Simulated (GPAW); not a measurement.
BN:

```
CELL_PARAMETERS angstrom
2.49824 0.00000 0.00000
-1.24912 2.16354 0.00000
0.00000 0.00000 6.63570
ATOMIC_POSITIONS crystal
N 0.66667 0.33333 0.25000
N 0.33333 0.66667 0.75000
B 0.66667 0.33333 0.75000
B 0.33333 0.66667 0.25000
```

```yaml
Program: GPAW 26.7.0
Task: single point
Functional: PBEsol
Potentials_or_basis: PAW data sets generated in the run's folder for this functional
Cutoff: 800 eV
Basis: pw
k_mesh: 12 × 12 × 4
Occupations: fermi-dirac, width 0.05 eV
Spin: no spin polarisation
```

On this cell: pressure 1.4 GPa; largest force under 0.003 eV/Å; band gap on the k mesh 4.19 eV, indirect (least direct gap 4.60 eV).

The same run follows on a disturbed copy (atoms moved at random, drawn with an rms of 0.05 Å):

```
N B
1.0
     2.49824    0.00000    0.00000
    -1.24912    2.16354    0.00000
     0.00000    0.00000    6.63570
N B
2 2
Direct
  0.65978 0.32072 0.25176
  0.33328 0.66572 0.74975
  0.67884 0.34630 0.75184
  0.33653 0.66438 0.24775
```

What changes?

The energy moves by +10.7 meV/atom; pressure 1.7 GPa; largest force 1.391 eV/Å; band gap on the k mesh 4.12 eV, indirect (least direct gap 4.54 eV).

Forces in eV/Å, atoms in the order of the input:
```
N    0.485  0.974 -0.360
N    0.612  1.230  0.205
B   -0.612 -1.233 -0.202
B   -0.485 -0.972  0.358
```

Stress tensor (GPa, compression positive):
```
 2.95  0.16  0.02
 0.16  2.20  0.04
 0.02  0.04 -0.06
```

Caveats: this functional lacks dispersion, which binds the layers, so the pressure and a relaxed spacing across them are unreliable (some runs).

A k mesh can miss the band edges.
